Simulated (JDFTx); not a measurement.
# Sb (Pm-3m) in JDFTx: convergence with k mesh

Aim: find how far k mesh must go before the results for Sb settle, at PBEsol. This setting moves, with any that are tied to it; all else stays.

All numbers are computed with JDFTx 1.7.0 (patched build); they aren't measurements. Logs are shortened: lines on timing, memory, paths and dates and some standing lists are left out, and cuts for length are marked. The log counts tension as positive stress, the text compression.

## 1. The structure

The structure is cubic, space group Pm-3m (No. 221). Conventional cell: a = 3.160 Å, b = 3.160 Å, c = 3.160 Å, α = 90.00°, β = 90.00°, γ = 90.00°. Sb (site symmetry m-3m) has 6 Sb at 3.16 Å as nearest neighbours.

This isn't the form of Sb at room conditions, which is rhombohedral.

## 2. With k mesh 1 × 1 × 1

Contents of Sb.in:

```
lattice \
    5.9715345538     0.0000000000     0.0000000000 \
    0.0000000000     5.9715345538     0.0000000000 \
    0.0000000000     0.0000000000     5.9715345538
coords-type Cartesian
ion Sb     0.0000000000     0.0000000000     0.0000000000 1

ion-species pseudo/Sb.upf
elec-cutoff 40
elec-ex-corr gga-PBEsol
kpoint-folding 1 1 1
elec-smearing Fermi 0.0018374661
elec-n-bands 13
electronic-SCF nIterations 100 energyDiffThreshold 1e-09
electronic-minimize nIterations 30 energyDiffThreshold 1e-7
converge-empty-states yes
forces-output-coords Cartesian

dump-name run.$VAR
dump End Ecomponents EigStats BandEigs Kpoints Forces Stress
```

Potentials or basis: PseudoDojo-SR-PBEsol-0.4.1-standard.

On the command line:

```
jdftx -c 1 -i Sb.in -o Sb.out
```

Wall time 2.8 s (1 thread of Intel Xeon 6975P-C (Granite Rapids), shared host); peak memory 0.04 GiB.

Results:

```
Free energy : -2176.0198 eV
Pressure    : 34.2 GPa
```

## 3. With k mesh 2 × 2 × 2

Edit Sb.in of step 2 so:

```diff
@@ -10,3 +10,3 @@
 elec-ex-corr gga-PBEsol
-kpoint-folding 1 1 1
+kpoint-folding 2 2 2
 elec-smearing Fermi 0.0018374661
```

Potentials or basis: PseudoDojo-SR-PBEsol-0.4.1-standard.

On the command line:

```
jdftx -c 1 -i Sb.in -o Sb.out
```

It took 5.9 s on 1 thread of Intel Xeon 6975P-C (Granite Rapids), shared host; peak memory 0.05 GiB.

What came out:

```
Free energy : -2188.0145 eV
Pressure    : -8.9 GPa
```

## 4. With k mesh 3 × 3 × 3

Edit Sb.in of step 3 so:

```diff
@@ -10,3 +10,3 @@
 elec-ex-corr gga-PBEsol
-kpoint-folding 2 2 2
+kpoint-folding 3 3 3
 elec-smearing Fermi 0.0018374661
```

On the command line:

```
jdftx -c 1 -i Sb.in -o Sb.out
```

Run time: 4.3 s. Hardware: 1 thread of Intel Xeon 6975P-C (Granite Rapids), shared host; peak memory 0.05 GiB.

What came out:

```
Free energy            : -2185.6828 eV
Pressure               : -4.9 GPa
Band gap on the k mesh : none (metal or under the smearing width)
```

## 5. With k mesh 4 × 4 × 4

Edit Sb.in of step 4 so:

```diff
@@ -10,3 +10,3 @@
 elec-ex-corr gga-PBEsol
-kpoint-folding 3 3 3
+kpoint-folding 4 4 4
 elec-smearing Fermi 0.0018374661
```

On the command line:

```
jdftx -c 1 -i Sb.in -o Sb.out
```

It took 9.1 s on 1 thread of Intel Xeon 6975P-C (Granite Rapids), shared host; peak memory 0.05 GiB.

What came out:

```
Free energy            : -2185.6604 eV
Pressure               : -5.4 GPa
Band gap on the k mesh : none (metal or under the smearing width)
```

## 6. With k mesh 5 × 5 × 5

Edit Sb.in of step 5 so:

```diff
@@ -10,3 +10,3 @@
 elec-ex-corr gga-PBEsol
-kpoint-folding 4 4 4
+kpoint-folding 5 5 5
 elec-smearing Fermi 0.0018374661
```

Potentials or basis: PseudoDojo-SR-PBEsol-0.4.1-standard.

On the command line:

```
jdftx -c 1 -i Sb.in -o Sb.out
```

It took 9.4 s on 1 thread of Intel Xeon 6975P-C (Granite Rapids), shared host; peak memory 0.05 GiB.

It converged, with:

```yaml
Free_energy: -2185.9531 eV
Pressure: -4.8 GPa
Band_gap_on_the_k_mesh: none (metal or under the smearing width)
```

## 7. With k mesh 6 × 6 × 6

Edit Sb.in of step 6 so:

```diff
@@ -10,3 +10,3 @@
 elec-ex-corr gga-PBEsol
-kpoint-folding 5 5 5
+kpoint-folding 6 6 6
 elec-smearing Fermi 0.0018374661
```

On the command line:

```
jdftx -c 1 -i Sb.in -o Sb.out
```

Run time: 13 s. Hardware: 1 thread of Intel Xeon 6975P-C (Granite Rapids), shared host; peak memory 0.06 GiB.

Results (log left out):

- Free energy: -2186.0828 eV
- Pressure: -3.9 GPa
- Band gap on the k mesh: none (metal or under the smearing width)

## 8. With k mesh 8 × 8 × 8

Edit Sb.in of step 7 so:

```diff
@@ -10,3 +10,3 @@
 elec-ex-corr gga-PBEsol
-kpoint-folding 6 6 6
+kpoint-folding 8 8 8
 elec-smearing Fermi 0.0018374661
```

On the command line:

```
jdftx -c 1 -i Sb.in -o Sb.out
```

Run time: 21 s. Hardware: 1 thread of Intel Xeon 6975P-C (Granite Rapids), shared host; peak memory 0.08 GiB.

It converged, with:

```yaml
Free_energy: -2186.0359 eV
Pressure: -4.7 GPa
Band_gap_on_the_k_mesh: none (metal or under the smearing width)
```

## 9. With k mesh 10 × 10 × 10

Edit Sb.in of step 8 so:

```diff
@@ -10,3 +10,3 @@
 elec-ex-corr gga-PBEsol
-kpoint-folding 8 8 8
+kpoint-folding 10 10 10
 elec-smearing Fermi 0.0018374661
```

Potentials or basis: PseudoDojo-SR-PBEsol-0.4.1-standard.

On the command line:

```
jdftx -c 1 -i Sb.in -o Sb.out
```

Log:

```text
*************** JDFTx 1.7.0 (patched build) ***************

Input parsed successfully to the following command list (including defaults):
[... the input with its defaults ...]

---------- Setting up symmetries ----------

Found 48 point-group symmetries of the bravais lattice
Found 48 space-group symmetries with basis
Applied RMS atom displacement 0 bohrs to make symmetries exact.

---------- Initializing the Grid ----------
R =
[      5.97153            0            0  ]
[            0      5.97153            0  ]
[            0            0      5.97153  ]
unit cell volume = 212.94
G =
[    1.05219          0          0  ]
[          0    1.05219          0  ]
[          0          0    1.05219  ]
Minimum fftbox size, Smin = [  36  36  36  ]
Chosen fftbox size, S = [  36  36  36  ]

---------- Exchange Correlation functional ----------
Initalized PBEsol GGA exchange.
Initalized PBEsol GGA correlation.

---------- Setting up pseudopotentials ----------
Width of ionic core gaussian charges (only for fluid interactions / plotting) set to 0

Reading pseudopotential file 'pseudo/Sb.upf':
  'Sb' pseudopotential, 'PBESOL' functional
  Generated using ONCVPSP code by D. R. Hamann
  15 valence electrons, 3 orbitals, 6 projectors, 1001 radial grid points, with lMax = 2
    4D    l: 2   occupation: 10.0   eigenvalue: -1.229265
    5S    l: 0   occupation:  2.0   eigenvalue: -0.473197
    5P    l: 1   occupation:  3.0   eigenvalue: -0.178030
  Core radius for overlap checks: 2.05 bohrs.

Initialized 1 species with 1 total atoms.

Folded 1 k-points by 10x10x10 to 1000 k-points.

---------- Setting up k-points, bands, fillings ----------
Reduced to 56 k-points under symmetry.
Computing the number of bands and number of electrons
Calculating initial fillings.
nElectrons:  15.000000   nBands: 13   nStates: 56

----- Setting up reduced wavefunction bases (one per k-point) -----
average nbasis = 2572.935 , ideal nbasis = 2573.012

---------- Setting up ewald sum ----------
Optimum gaussian width for ewald sums = 2.382298 bohr.
Real space sum over 1331 unit cells with max indices [  5  5  5  ]
Reciprocal space sum over 1331 terms with max indices [  5  5  5  ]

---------- Allocating electronic variables ----------
Initializing wave functions:  linear combination of atomic orbitals
Note: number of bands (13) exceeds available atomic orbitals (9)
Sb pseudo-atom occupations:   s ( 2 )  p ( 3 )  d ( 10 )
	FillingsUpdate:  mu: +0.349394638  nElectrons: 15.000000
LCAOMinimize: Iter:   0  F: -80.3202475496926098  |grad|_K:  5.812e-05  alpha:  1.000e+00
	FillingsUpdate:  mu: +0.349632480  nElectrons: 15.000000
LCAOMinimize: Iter:   1  F: -80.3202615771787407  |grad|_K:  8.973e-07  alpha:  8.784e-01  linmin: -1.427e-02  cgtest:  1.710e-01
LCAOMinimize: Encountered beta<0, resetting CG.
	FillingsUpdate:  mu: +0.349633290  nElectrons: 15.000000
LCAOMinimize: Iter:   2  F: -80.3202615810446900  |grad|_K:  8.936e-09  alpha:  1.015e+00  linmin: -1.017e-02  cgtest:  3.368e-02
LCAOMinimize: Encountered beta<0, resetting CG.
LCAOMinimize: 	Predicted alpha/alphaT>3.000000, increasing alphaT to 3.043578e+00.
	FillingsUpdate:  mu: +0.349633266  nElectrons: 15.000000
LCAOMinimize: Iter:   3  F: -80.3202615810451732  |grad|_K:  5.411e-10  alpha:  9.225e-01  linmin:  3.416e-03  cgtest: -3.852e-02
LCAOMinimize: Converged (|Delta F|<1.000000e-06 for 2 iters).

-------- Electronic minimization -----------
Will mix electronic density at each iteration.
	FillingsUpdate:  mu: +0.349633266  nElectrons: 15.000000
	FillingsUpdate:  mu: +0.341930900  nElectrons: 15.000000
SCF: Cycle:  0   F: -80.335937864236200   dF: -1.568e-02   |Residual|: 1.381e-02   |deigs|: 3.459e-01
	FillingsUpdate:  mu: +0.341959563  nElectrons: 15.000000
SCF: Cycle:  1   F: -80.336055903015790   dF: -1.180e-04   |Residual|: 8.135e-03   |deigs|: 4.414e-03
	FillingsUpdate:  mu: +0.342280271  nElectrons: 15.000000
SCF: Cycle:  2   F: -80.336062341651015   dF: -6.439e-06   |Residual|: 8.940e-04   |deigs|: 9.128e-04
	FillingsUpdate:  mu: +0.342395171  nElectrons: 15.000000
SCF: Cycle:  3   F: -80.336063626338785   dF: -1.285e-06   |Residual|: 3.021e-04   |deigs|: 4.408e-04
	FillingsUpdate:  mu: +0.342443470  nElectrons: 15.000000
SCF: Cycle:  4   F: -80.336063968751233   dF: -3.424e-07   |Residual|: 1.509e-04   |deigs|: 1.311e-04
	FillingsUpdate:  mu: +0.342467849  nElectrons: 15.000000
SCF: Cycle:  5   F: -80.336064068784779   dF: -1.000e-07   |Residual|: 5.668e-05   |deigs|: 1.420e-04
	FillingsUpdate:  mu: +0.342469415  nElectrons: 15.000000
SCF: Cycle:  6   F: -80.336064098943154   dF: -3.016e-08   |Residual|: 1.735e-05   |deigs|: 1.328e-04
	FillingsUpdate:  mu: +0.342468238  nElectrons: 15.000000
SCF: Cycle:  7   F: -80.336064108003114   dF: -9.060e-09   |Residual|: 9.481e-06   |deigs|: 6.542e-05
	FillingsUpdate:  mu: +0.342467996  nElectrons: 15.000000
SCF: Cycle:  8   F: -80.336064111130113   dF: -3.127e-09   |Residual|: 3.392e-06   |deigs|: 8.614e-05
	FillingsUpdate:  mu: +0.342467913  nElectrons: 15.000000
SCF: Cycle:  9   F: -80.336064111967957   dF: -8.378e-10   |Residual|: 8.323e-07   |deigs|: 5.524e-05
	FillingsUpdate:  mu: +0.342468041  nElectrons: 15.000000
SCF: Cycle: 10   F: -80.336064112335890   dF: -3.679e-10   |Residual|: 3.278e-07   |deigs|: 1.135e-04
SCF: Converged (|Delta E|<1.000000e-09 for 2 iters).

Setting wave functions to eigenvectors of Hamiltonian
Converging empty states (this may take a while):
EmptyStates: None of the convergence criteria satisfied.
|deigs|: 7.053e-04

# Stress tensor in Cartesian coordinates [Eh/a0^3]:
[  0.000174079            0            0  ]
[            0  0.000174079            0  ]
[            0            0  0.000174079  ]

# Ionic positions in cartesian coordinates:
ion Sb   0.000000000000000   0.000000000000000   0.000000000000000 1

# Forces in Cartesian coordinates:
force Sb   0.000000000000000  -0.000000000000000  -0.000000000000000 1

# Energy components:
   Eewald =      -53.4529212827630076
       EH =       22.2715350587316578
     Eloc =      -71.0710726075315620
      Enl =      -19.1853635012573775
      Exc =      -22.4844896932789595
 Exc_core =       10.4447329420887840
       KE =       53.1416282062560015
-------------------------------------
     Etot =      -80.3359508777544420
       TS =        0.0001132345814427
-------------------------------------
        F =      -80.3360641123358903

IonicMinimize: Iter:   0  F: -80.336064112335890  |grad|_K:  0.000e+00
IonicMinimize: Converged (|grad|_K<1.000000e-04).

#--- Lowdin population analysis ---
# oxidation-state Sb +0.030

Dumping 'run.eigStats' ...
	eMin: -0.721916 at state 0 ( [ +0.000000 +0.000000 +0.000000 ] spin 0 )
	HOMO: +0.341306 at state 48 ( [ +0.300000 +0.300000 +0.500000 ] spin 0 )
	mu  : +0.342468
	LUMO: +0.343076 at state 11 ( [ +0.000000 +0.200000 +0.200000 ] spin 0 )
	eMax: +1.061512 at state 0 ( [ +0.000000 +0.000000 +0.000000 ] spin 0 )
	HOMO-LUMO gap: +0.001770
	Optical gap  : +0.010238 at state 11 ( [ +0.000000 +0.200000 +0.200000 ] spin 0 )
WARNING: the last solve of the electrons (or of bands or displaced states from it) ended unconverged.
Done!
```

Wall time 47 s (1 thread of Intel Xeon 6975P-C (Granite Rapids), shared host); peak memory 0.11 GiB.

What came out:

* Free energy: -2186.0557 eV
* Pressure: -5.1 GPa
* Band gap on the k mesh: none (metal or under the smearing width)

## 10. The series at a glance

| k mesh | energy less the tightest run, at zero smearing (meV/atom) | pressure (GPa) | SCF cycles | CPU time (s) | peak memory (GiB) |
| --- | --- | --- | --- | --- | --- |
| 1 × 1 × 1 | 10138.32 | 34.18 | 12 | 2.7 | 0.04 |
| 2 × 2 × 2 | -1960.35 | -8.93 | 12 | 5.9 | 0.05 |
| 3 × 3 × 3 | 390.36 | -4.92 | 11 | 4.3 | 0.05 |
| 4 × 4 × 4 | 398.75 | -5.39 | 11 | 9.1 | 0.05 |
| 5 × 5 × 5 | 105.80 | -4.84 | 11 | 9.4 | 0.05 |
| 6 × 6 × 6 | -26.03 | -3.93 | 11 | 13 | 0.06 |
| 8 × 8 × 8 | 21.87 | -4.74 | 11 | 21 | 0.08 |
| 10 × 10 × 10 | 0.00 | -5.12 | 11 | 47 | 0.11 |

Not settled before the last step: the energy (to 1 meV/atom), the pressure (to 0.1 GPa). Meshes of other sizes hit other points, so gaps and Fermi surfaces needn't settle smoothly. The tightest run that finished is the yardstick and may itself not be fully converged.

Caveats: the empty levels aren't tightly converged.
